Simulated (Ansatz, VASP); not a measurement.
**One calculation of Ir, two programs**

Contents of INCAR:

```
SYSTEM = Ir
PREC = Accurate
ENCUT = 520
EDIFF = 1E-6
ISMEAR = -1
SIGMA = 0.15
LREAL = .False.
LASPH = .True.
NELM = 100
ALGO = Fast
ISIF = 2
LWAVE = .False.
LCHARG = .False.
GGA = PE
NBANDS = 10
```

Contents of KPOINTS:

```
Automatic mesh
0
Gamma
  14 14 14
  0 0 0
```

POSCAR

```
Ir
1.0
    2.5701608635      0.0000000000      0.0000000000
    0.0000000000      2.5701608635      0.0000000000
    0.0000000000      0.0000000000      2.5701608635
Ir
1
Direct
    0.0000000000      0.0000000000      0.0000000000
```

Input for Ansatz:

```yaml
crystal:
  lattice:
    - [2.5701608635, 0.0, 0.0]
    - [0.0, 2.5701608635, 0.0]
    - [0.0, 0.0, 2.5701608635]
  atoms:
    - { symbol: Ir, position: [0.0, 0.0, 0.0] }
kpoints:
  mp_grid: { grid: [14, 14, 14] }
scf:
  occupations: { method: fermi_dirac, width: 0.15 }
hamiltonian:
  xc: pbe
  pseudopotentials: { kind: all_electron, lapw: { basis_error: 0.001 } }
output:
  forces: true
  stress: true
  eigenvalues: true
```

Alike in both runs: task single point; functional PBE; k mesh 14 × 14 × 14; occupations fermi-dirac, width 0.15 eV; no spin polarisation.

|  | VASP | Ansatz |
| --- | --- | --- |
| version | VASP 6.6.1 | Ansatz 0.2.0 |
| potentials or method | VASP PAW PBE potentials, release 64 (Ir) | all-electron LAPW, scalar-relativistic |
| plane-wave cutoff (eV) | 520 | see its input |

```csv
,VASP,Ansatz,Ansatz less VASP
pressure (GPa),0.7,0.7,-0.07
```

Ansatz ran all-electron here, so the differences hold the error of VASP's frozen core and of both bases.

Spin-orbit coupling is left out, which matters for the levels of Ir.
